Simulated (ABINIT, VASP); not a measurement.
Given: the input of a run of VASP 6.6.1 on Al2Pt. 

Contents of INCAR:

```
PREC = Accurate
ENCUT = 520
EDIFF = 1E-7
ISMEAR = -1
SIGMA = 0.05
LREAL = F
LASPH = T
NELM = 60
ALGO = Normal
ISIF = 2
LWAVE = F
LCHARG = F
GGA = PS
NBANDS = 15
```

File KPOINTS:

```
regular mesh
0
Gamma
  8 8 8
```

The input POSCAR:

```
Al2Pt
1.0
    0.0000000000      2.9550000000      2.9550000000
    2.9550000000      0.0000000000      2.9550000000
    2.9550000000      2.9550000000      0.0000000000
Pt Al
1 2
Direct
    0.0000000000      0.0000000000      0.0000000000
    0.7500000000      0.7500000000      0.7500000000
    0.2500000000      0.2500000000      0.2500000000
```

Potentials or basis: VASP PAW PBE potentials, release 64 (Pt, Al).

The run is started by

```console
$ cat potpaw_PBE.64/Pt/POTCAR potpaw_PBE.64/Al/POTCAR > POTCAR
$ mpirun -np 1 vasp_std > vasp.out
```

**Question.** What does the same run look like in ABINIT 10.8.3 (patched build)? Potentials or basis there: PseudoDojo NC SR PBEsol v0.4.1 standard, cutoff 1143 eV.

**Answer.** As run (cutoffs and basis follow the program's own potentials, and thresholds, step limits or extra output files can differ):

File run.abi:

```
# Pseudopotentials
pp_dirpath "./"
pseudos "Pt.upf, Al.upf"

# Structure
acell 3*1.0 Angstrom
rprim
     0.0000000000     2.9550000000     2.9550000000
     2.9550000000     0.0000000000     2.9550000000
     2.9550000000     2.9550000000     0.0000000000
ntypat 2
znucl 78 13
natom 3
typat 1 2 2
xred
     0.0000000000     0.0000000000     0.0000000000
     0.7500000000     0.7500000000     0.7500000000
     0.2500000000     0.2500000000     0.2500000000

# Plane-wave basis
ecut 42.0

# k points
kptopt 1
ngkpt 8 8 8
nshiftk 1
shiftk 0.0 0.0 0.0

# Exchange and correlation
ixc -116133

# Bands and occupations
nband 16
occopt 3
tsmear 0.00183747

# SCF cycle
nstep 100
tolvrs 1.0e-10

# Output
iomode 3
prtwf 0
prtden 0
prteig 0
prtebands 0
```

Potentials or basis: PseudoDojo NC SR PBEsol v0.4.1 standard.

Run with:

```sh
$ abinit run.abi > log 2>&1
```

Both were run:

|  | VASP | ABINIT |
| --- | --- | --- |
| Pressure | -1.0 GPa | -1.0 GPa |

The potentials hold 16 and 24 valence electrons a cell.

VASP's potentials were made for PBE.

Pressure is positive in compression.
